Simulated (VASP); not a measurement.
Crystal: C.

```
C
1.0
     0.00000    1.77745    1.77745
     1.77745    0.00000    1.77745
     1.77745    1.77745    0.00000
C
2
Direct
  0.50000 0.50000 0.50000
  0.75000 0.75000 0.75000
```

This isn't the form of C at room conditions, which is graphite.

Base run:

- Program: VASP 6.6.1
- Functional: r2SCAN
- Potentials or basis: VASP PAW PBE potentials, release 64 (C)
- Cutoff: 520 eV
- k mesh: 12 × 12 × 12
- Occupations: gaussian, width 0.02 eV
- Spin: no spin polarisation

Its results: band gap on the k mesh 4.37 eV, indirect (least direct gap 5.86 eV).

Question: The run is repeated on the same cell with these changes: functional from r2SCAN to PBEsol. What comes out?

Answer: Band gap on the k mesh 4.06 eV, indirect (least direct gap 5.57 eV).

r2SCAN gives the wider gap, since meta-GGAs in the generalised Kohn-Sham scheme recover part of the derivative discontinuity.

Not every run made on this cell is shown here.
